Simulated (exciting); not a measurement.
## InP: band structure with PBE

**Measured values to compare with.**

From a printed reference work, data compilation, for a bulk crystal of InP at 1.6 K: band gap 1.4236 eV (direct).

Crystal: InP.

```
In P
1.0
     0.00000    2.93050    2.93050
     2.93050    0.00000    2.93050
     2.93050    2.93050    0.00000
In P
1 1
Cartesian
  0.0000 0.0000 0.0000
  4.3957 4.3957 4.3957
```

* Program: exciting (release sodium)
* Task: band structure
* Functional: PBE
* Potentials or basis: all-electron LAPW+lo, shipped species files, valence relativity iora*
* rgkmax: 7.8
* k mesh: 6 × 6 × 6
* Occupations: fermi-dirac, width 0.05 eV
* Spin: spin-orbit coupling, no magnetisation
* outputlevel: normal
* gmaxvr (cutoff of density and potential): 14 1/bohr
* lmaxapw (and lmaxmat): 10
* lmaxvr: 8
* nempty: 20
* Valence relativity: iora*
* epsengy: 1e-05 Ha
* epspot: 1e-05 Ha
* maxscl: 60
* Muffin-tin radii: In 2.3, P 2.0 bohr

| Quantity | Value |
| --- | --- |
| Band gap on the k mesh | 0.67 eV, direct |
| Band gap along the path | 0.67 eV, direct |
| All electrons inside the program's atomic spheres | In 46.71; P 12.76 (radii In 2.3, P 2.0 bohr) |

Levels at the corners of the path, in eV from the valence-band top:
| point | band 22 | band 23 | band 24 | band 25 | band 26 | band 27 |
| --- | --- | --- | --- | --- | --- | --- |
| Γ | 0.00 | 0.00 | 0.00 | 0.67 | 0.67 | 3.77 |
| X | -2.40 | -2.31 | -2.31 | 1.74 | 1.74 | 2.24 |
| W | -2.98 | -2.93 | -2.88 | 4.26 | 4.27 | 4.33 |
| K | -3.29 | -1.97 | -1.96 | 2.33 | 2.34 | 4.35 |
| Γ | 0.00 | 0.00 | 0.00 | 0.67 | 0.67 | 3.77 |
| L | -1.06 | -0.95 | -0.95 | 1.47 | 1.47 | 4.70 |
| U | -3.29 | -1.97 | -1.96 | 2.33 | 2.34 | 4.35 |
| W | -2.98 | -2.93 | -2.88 | 4.26 | 4.27 | 4.33 |
| L | -1.06 | -0.95 | -0.95 | 1.47 | 1.47 | 4.70 |
| K | -3.29 | -1.97 | -1.96 | 2.33 | 2.34 | 4.35 |
| U | -3.29 | -1.97 | -1.96 | 2.33 | 2.34 | 4.35 |
| X | -2.40 | -2.31 | -2.31 | 1.74 | 1.74 | 2.24 |

It took 3.3 min on 1 thread of Arm Neoverse V1 (shared host), peak memory 0.19 GiB.

Measured gap of InP: 1.4236 eV (direct; 1.6 K; a printed reference work, data compilation). This calculation gives 0.67 eV (-0.75 eV). The value is that of PBE, without temperature or zero-point motion. Semilocal functionals fall short of measured gaps as a rule.

Caveat: total energies with spin-orbit coupling aren't reliable in this program, so none is listed and the log's shouldn't be used.
